## Why a computed band gap falls short

A band gap decides which light a crystal absorbs and how well it insulates. A standard semilocal density functional gives it cheaply, but the result has to be corrected before it is compared with a spectrum. The practical question is what sets the size of the correction. If the cause is understood, it should be possible to say what the calculation will give for a crystal that has not been computed yet.

Band gaps of crystals computed with FLEUR MaX-R8.1 (patched build s14): all-electron FLAPW, PBE, no spin polarization or spin-orbit coupling, cells as given and not relaxed. The computed gap is the Kohn-Sham gap, direct or indirect, between the highest filled and lowest empty levels found on the k-mesh.

```
formula  space group  volume of the given cell (Å³/atom)  potentials or basis    k-mesh  computed band gap (eV)  measured band gap (eV)                                                                                               what was measured, and how                         source  computed less measured (eV)
      P         Cmce                               20.46         all electron     8x8x6                   0.098                     0.3                       optical gap from infrared absorption edge; polarization-resolved infrared absorption; bulk crystal        arXiv:1505.07061 (2015)                        -0.20
   InAs        F-43m                               27.49         all electron     8x8x8                       ?                       ?                                                                                                                        ?                              ?                            ?
     Si        Fd-3m                               20.16         all electron     8x8x8                   0.628                    1.12  indirect optical gap from Tauc plot of Kubelka-Munk function; absorptance spectroscopy with Tauc analysis; bulk crystal             pmc:6179974 (2018)                        -0.49
  SnSe2        P-3m1                               25.73         all electron     8x8x5                   0.813                     1.2                                   direct optical gap from Tauc plot, 1200 nm film (bulk-like); diffuse reflectance; film             pmc:5680184 (2017)                        -0.39
   InSe          R3m                               29.24         all electron     8x8x8                   0.442                    1.25                         photoluminescence peak energy (near-band-edge optical emission); photoluminescence; bulk crystal             pmc:6051381 (2018)                        -0.81
   GaAs        F-43m                               22.59         all electron     8x8x8                   0.522                    1.42       band-edge photoluminescence emission energy of the GaAs substrate; time-integrated photoluminescence; bulk crystal         arXiv:1409.8467 (2014)                        -0.90
   CdSe        F-43m                               28.94         all electron     8x8x8                    0.55                    1.69                                              direct gap from (alpha E)^2 extrapolation; spectroscopic ellipsometry; film         arXiv:1007.2297 (2010)                        -1.14
    GaP        F-43m                               20.24         all electron     8x8x8                       ?                       ?                                                                                                                        ?                              ?                            ?
CdS (1)        F-43m                               24.81         all electron     8x8x8                   1.145                    2.42              optical gap from inflexion point of photoacoustic spectrum, as-grown film; photoacoustic spectroscopy; film  arXiv:cond-mat/9501125 (1995)                        -1.27
CdS (2)       P6_3mc                               25.12         all electron     7x7x4                       ?                       ?                                                                                                                        ?                              ?                            ?
   ZnSe        F-43m                               22.76         all electron     8x8x8                   1.295                     2.6                          direct optical gap at Gamma from Tauc plot of absorption; optical absorption spectroscopy; film             pmc:8624428 (2021)                        -1.31
    ZnO       P6_3mc                               11.90         all electron     9x9x5                    0.82                    3.31                                                 optical gap from Tauc plot of transmittance; optical transmittance; film             pmc:9741464 (2022)                        -2.49
    ZnS        F-43m                               19.73         all electron     9x9x9                   2.113                    3.54                                                               direct optical gap from Tauc plot; UV-vis absorption; film             pmc:9697895 (2022)                        -1.43
   SnO2     P4_2/mnm                               11.92         all electron     6x6x8                       ?                       ?                                                                                                                        ?                              ?                            ?
      C        Fd-3m                                5.67         all electron  13x13x13                   4.148                     5.5              absorption edge assigned to the band gap (approximate value); optical absorption spectroscopy; bulk crystal        arXiv:2306.06972 (2023)                        -1.35
```

In every completed row the computed gap lies below the measured one. The obvious guess is that larger gaps have larger errors, but diamond and zinc oxide contradict it. Diamond has the largest measured gap and falls short by 1.35 eV, while ZnO, with a much smaller gap, falls short by 2.49 eV. The size of the gap alone cannot explain the error.

### What the functional leaves out

The measured gap is, apart from the attraction between the excited electron and its hole, the cost of taking an electron out of the crystal and putting another one in. A Kohn-Sham gap is something simpler, the distance between the highest filled and the lowest empty level of one fixed potential. When an electron is added to an insulator, the exact potential jumps upwards by a constant. A semilocal functional has no such jump, and its gap is too small.

The size of the missing part can be argued from exchange. Nonlocal exchange lowers filled levels relative to empty ones and so opens the gap. In a crystal the other electrons rearrange and weaken this effect, the more so the more easily they are polarized. The high-frequency dielectric constant $\varepsilon$ measures how easily they respond, which suggests

$$
E_{\text{measured}}-E_{\text{computed}}\approx \frac{K}{\varepsilon},
$$

where $K$ is an energy that stands for the unscreened effect. Diamond is hard to polarize for an elemental semiconductor, but ZnO is harder still, and this puts their errors in the right order.

With rough recalled values of $\varepsilon$, the single constant $K$ was fitted to the eight known crystals that are not layered. It came out at 7.9 eV, with a typical miss of 0.18 eV. A shortfall proportional to the measured gap, or one constant shortfall, misses by about three times as much. This supports the screening argument without proving it, because dielectric constants and gaps are themselves related, and because the advantage over the proportional rule owes much to two crystals, diamond and ZnO. The differences also contain effects of temperature, sample quality and cells that were not relaxed. The CdSe cell, for one, is somewhat too large, which lowers its computed gap.

The layered crystals P, SnSe₂ and InSe were left out because they screen differently along and across the layers. The rule predicts too large a shortfall for all three, by about 0.3 eV for InSe and 0.6 eV for P and SnSe₂. Direction-dependent screening alone can hardly be the reason: to match P and SnSe₂ the rule would need dielectric constants of about 39 and 20, far above what is expected along any direction. For SnSe₂ a fairer comparison makes the failure worse: the measured gap is a direct one, and the computed direct gap lies only 0.09 eV below it. Phosphorus is a poor test in any case, since its computed gap is tiny, may close between the mesh points, and depends strongly on the layer spacing, which is too wide in this cell. In InSe sizeable forces remain on the atoms, and their effect on the gap is untested.

### Why one constant is not enough

Silicon and gallium arsenide have nearly the same $\varepsilon$, yet the shortfall of GaAs is almost twice that of Si. This suggests that $K$ depends on which orbitals form the band edges. In GaAs the lowest empty state is an s-like one at the centre of the Brillouin zone; in Si it lies near the zone boundary and has a different orbital character. Spin-orbit coupling, absent here, would lower the computed gap of GaAs by roughly another 0.1 eV and widen the contrast. The band edge is not the whole story, however: diamond and ZnSe share a $K$ of about 7.7 eV, although their lowest empty states differ in much the same way.

ZnO is the worst case of the fit, with a shortfall 0.35 eV larger than the rule gives. Two causes are well known. Electrons in the compact O 2p shell suffer strongly from self-interaction, the spurious repulsion of an electron by itself, which pushes the valence edge up. The filled Zn 3d shell also lies too high in such calculations and repels the O 2p levels upwards. The table cannot separate the two.

For a new crystal it is therefore better to take $K$ from a relative with similar bonding and band edges than from the general fit.

### Four forecasts

The forecasts start from rough recalled measured gaps: 0.35 eV for InAs, 2.3 eV for GaP, 2.4 eV for CdS and 3.6 eV for SnO₂.

**GaP** shows the whole procedure. Its lowest empty state lies well away from the zone centre, as in silicon and diamond, so these two supply $K$. Multiplying their shortfalls by their dielectric constants gives 5.9 and 7.7 eV, with a mean of 6.8 eV. With $\varepsilon\approx 9.1$ for GaP,

$$
E_{\text{computed}}\approx 2.3-\frac{6.8}{9.1}\approx 1.55\ \text{eV}.
$$

The spread between the two relatives and the rough inputs suggest a range of 1.3 to 1.8 eV.

**InAs** resembles GaAs, whose shortfall is larger than the whole measured gap of InAs. Since a gap cannot be negative, the forecast is 0.0 eV, with a range of 0 to 0.2 eV.

**CdS (2)** is the wurtzite form of a compound whose zinc-blende form is already in the table. Each atom keeps its four neighbours, only the stacking changes, and the volume per atom differs by about 1 %. The computed gap of the twin is a better guide than any general rule, so the forecast is 1.15 eV, with a range of 1.0 to 1.3 eV.

**SnO₂** has only one relative here, the oxide ZnO. With $K$ taken from it the forecast is 1.2 eV. The range is wide, 0.7 to 1.7 eV, because one row sets the scale and because the d shell of tin lies deeper than that of zinc, which may make the shortfall smaller.

### What the calculation gives

The withheld rows as computed:

```
formula  space group  volume of the given cell (Å³/atom)  potentials or basis  k-mesh  computed band gap (eV)  measured band gap (eV)                                                                     what was measured, and how                   source  computed less measured (eV)
   InAs        F-43m                               27.49         all electron   8x8x8                       0                   0.414                                  direct gap from band-to-band PL peak; photoluminescence; film       pmc:6881312 (2019)                        -0.41
    GaP        F-43m                               20.24         all electron   8x8x8                   1.645                    2.25           optical gap from Tauc plot (fundamental, indirect); spectroscopic ellipsometry; film  arXiv:2002.02774 (2020)                        -0.60
CdS (2)       P6_3mc                               25.12         all electron   7x7x4                   1.196                    2.44        direct optical gap from Tauc plot of (alpha h nu)^2; UV-Vis diffuse reflectance; powder      pmc:10275871 (2023)                        -1.24
   SnO2     P4_2/mnm                               11.92         all electron   6x6x8                    1.28                     3.6  band gap, experimental value quoted for comparison with calculation; not stated; bulk crystal       pmc:4705631 (2016)                        -2.32
```

All four computed gaps fall inside their ranges, but they do not test the reasoning equally well.

The hit for InAs is the weakest test. Any shortfall above 0.41 eV closes this gap, and a zero hides how far beyond closing the error goes. The usual explanation is that the s-like conduction state has sunk to or below the top of the valence band. The practical lesson is plain: the calculation makes a semimetal of a crystal that is a semiconductor in the laboratory.

GaP came out 0.10 eV above its forecast. Its shortfall is smaller than the mean of silicon and diamond implies and corresponds to a $K$ of about 5.5 eV, close to silicon's. That is chemically reasonable, as gallium phosphide is nearer to silicon than to diamond in bond length and polarizability. GaAs, its closest chemical relative in the table, would have given only about 1.2 eV, outside the range; here it mattered more to match the band edges than the elements. With one such compound, rough dielectric constants, and conduction minima that can fall between the mesh points, which makes such computed gaps slightly too large, this remains only a plausible reading.

Wurtzite CdS lies 0.05 eV above the forecast taken from its twin. The general rule would have given 0.9 eV, below the stated range. The two forms share nearly the same error as well as nearly the same gap, which is what one finds when the error belongs to the bond and its surroundings and not to the stacking.

SnO₂ came out at 1.28 eV, only 0.08 eV above its forecast, far closer than the wide range promised. Its $K$ is about 9 eV, almost that of ZnO, although its metal d shell lies deeper. This fits the compact O 2p shell as a shared cause of the large oxide errors, but it does not settle the matter. GaAs has a $K$ at least as large without any oxygen, and an error of a few per cent in $\varepsilon$ shifts the estimated shortfall by about 0.1 eV. Forces also remain on the oxygen atoms of this SnO₂ cell, with an untested effect on the gap. The general rule, at 1.6 eV, lies within the range as well.

The printed output that follows gives the fit and the misses row by row.

### Using such a gap

Across the complete table the computed gap is anything from zero to about three quarters of the measured one, so no common percentage will repair it. A sounder correction starts from a crystal with the same kind of bonding and band edges, whose error is known, and scales that error in inverse proportion to the dielectric constant. For layered crystals the scaling has no support here. And when the calculation returns no gap at all, as for InAs, the crystal should not be called a metal until a method that includes the missing exchange has been tried.

The analysis program printed:

```
fit of short on 8 rows (~layered): coefficient of inveps 7.902 +/- 0.39; rms 0.183, worst ZnO -0.354, leave-one-out rms 0.231
  rows outside the fit (model, value, miss): P 0.7902, 0.202, 0.588; InAs 0.6585, 0.414, 0.244; SnSe2 0.9877, 0.387, 0.601; InSe 1.129, 0.808, 0.321; GaP 0.8683, 0.605, 0.263; CdS (2) 1.491, 1.244, 0.247; SnO2 2.026, 2.32, -0.294
rms miss of a shortfall proportional to the measured gap, eV: 0.5608
rms miss of a constant shortfall, eV: 0.5333
InAs estimate with K of GaAs, negative means closed, eV: -0.4732
K from Si and diamond, eV: 6.805
GaP estimate with that K, eV: 1.552
SnO2 estimate with K of ZnO, eV: 1.238
volume per atom of CdS (2) above CdS (1), percent: 1.249
SnSe2 measured less computed direct gap, eV: 0.091
number of the four forecasts whose range holds the computed gap: 4
Gaps in eV, stated forecast on withheld rows and general rule elsewhere:
      row  rough eps  measured less computed  computed in % of measured  shortfall x eps  general rule  forecast or rule  computed      miss
        P         10                   0.202                      32.67             2.02       -0.4902           -0.4902     0.098   -0.5882
     InAs         12                   0.414                          0            4.968       -0.3085                 0         0         0
       Si         12                   0.492                      56.07            5.904        0.4615            0.4615     0.628   -0.1665
    SnSe2          8                   0.387                      67.75            3.096        0.2123            0.2123     0.813   -0.6007
     InSe          7                   0.808                      35.36            5.656        0.1212            0.1212     0.442   -0.3208
     GaAs         11                   0.898                      36.76            9.878        0.7017            0.7017     0.522    0.1797
     CdSe        6.2                    1.14                      32.54            7.068        0.4155            0.4155      0.55   -0.1345
      GaP        9.1                   0.605                      73.11            5.505         1.432              1.55     1.645    -0.095
  CdS (1)        5.3                   1.275                      47.31            6.757        0.9291            0.9291     1.145   -0.2159
  CdS (2)        5.3                   1.244                      49.02            6.593        0.9091              1.15     1.196    -0.046
     ZnSe        5.9                   1.305                      49.81              7.7         1.261             1.261     1.295  -0.03428
      ZnO        3.7                    2.49                      24.77            9.213         1.174             1.174      0.82    0.3544
      ZnS        5.1                   1.427                      59.69            7.278         1.991             1.991     2.113   -0.1224
     SnO2        3.9                    2.32                      35.56            9.048         1.574               1.2      1.28     -0.08
        C        5.7                   1.352                      75.42            7.706         4.114             4.114     4.148  -0.03427
```
